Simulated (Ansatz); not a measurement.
Runs of Ansatz 0.2.0 on W. Symmetry: Im-3m, No. 229, cubic system. Conventional cell: a = 3.165 Å, b = 3.165 Å, c = 3.165 Å, α = 90.00°, β = 90.00°, γ = 90.00°. W (site symmetry m-3m) is surrounded by 8 W at 2.74 Å. 

```csv
task,level,potentials or basis,U,cell,k mesh,cutoff (eV),smearing,driver,optimizer,fmax,steps,filter,other keys,mesh quality,gap on the mesh (eV),pressure (GPa),V0 of scaled cells (Å³/atom),relaxed volume (Å³/atom),B0 (GPa)
relaxation of cell and atoms,PBE+D3(BJ),Ansatz PAW accurate,-,relaxed,10 × 10 × 10,880,gaussian 0.05 eV,calculator,FIRE,0.01,30,FrechetCellFilter,-,not flagged,-,-0.1,-,(c),-
density of states,PBEsol+D3(BJ),Ansatz PAW,-,cell strained at random at fixed volume,7 × 7 × 8,420,gaussian 0.05 eV,chain,-,-,-,-,crystal.symmetry = detect False,coarse,none,-10.1,-,-,-
electrostatic potential,LDA+D4+U,Ansatz NC or PseudoDojo by element,W d U = 6 eV,as given,12 × 12 × 12,952,tetrahedron,chain,-,-,-,-,hamiltonian.xc = lda,not flagged,none,-9.7,-,-,-
equation of state,PBEsol,PseudoDojo PBEsol stringent,-,as given,12 × 12 × 12,1007,fermi-dirac 0.05 eV,-,-,-,-,-,-,not flagged,-,-,15.71,-,(a)
equation of state,PBE,Ansatz PAW earlier set,-,as given,12 × 12 × 12,760,fermi-dirac 0.05 eV,-,-,-,-,-,-,not flagged,-,-,16.16,-,299
relaxation of cell and atoms,PBE+D4,Ansatz PAW polarizable,-,relaxed,10 × 10 × 10,420,fermi-dirac 0.15 eV,calculator,FIRE,0.01,30,FrechetCellFilter,-,not flagged,-,0.0,-,(b),-
equation of state,RPBE+D4,Ansatz PAW,-,as given,12 × 12 × 12,420,fermi-dirac 0.05 eV,-,-,-,-,-,-,not flagged,-,-,15.73,-,315
band structure,BPBE,Ansatz PAW,-,as given,12 × 12 × 12,420,fermi-dirac 0.05 eV,-,-,-,-,-,-,not flagged,none,5.4,-,-,-
```

Alike in all rows: no spin polarisation.

Task: Estimate the missing entries.

Result: (a) 317; (b) 15.81; (c) 15.79.

Caveats: some runs use coarse meshes; the thresholds are loose for stress (some runs); pairwise dispersion overbinds metals, which lowers pressure and volume (some runs); U without spin polarisation on a metal has little footing (some runs); the U is typed as a test and isn't derived for this compound (some runs); with tetrahedron occupations forces and stress needn't match the slope of the energy (some runs); the dispersion damping was fitted for another functional or another form of the correction (some runs); the potentials were made for another functional, which shifts forces and pressure (some runs).

A k mesh can miss the band edges, and the runs leave out spin-orbit coupling on W.

A gap of «none» marks a metal or a gap under the smearing width.

The runs don't all hold the same shells in valence.
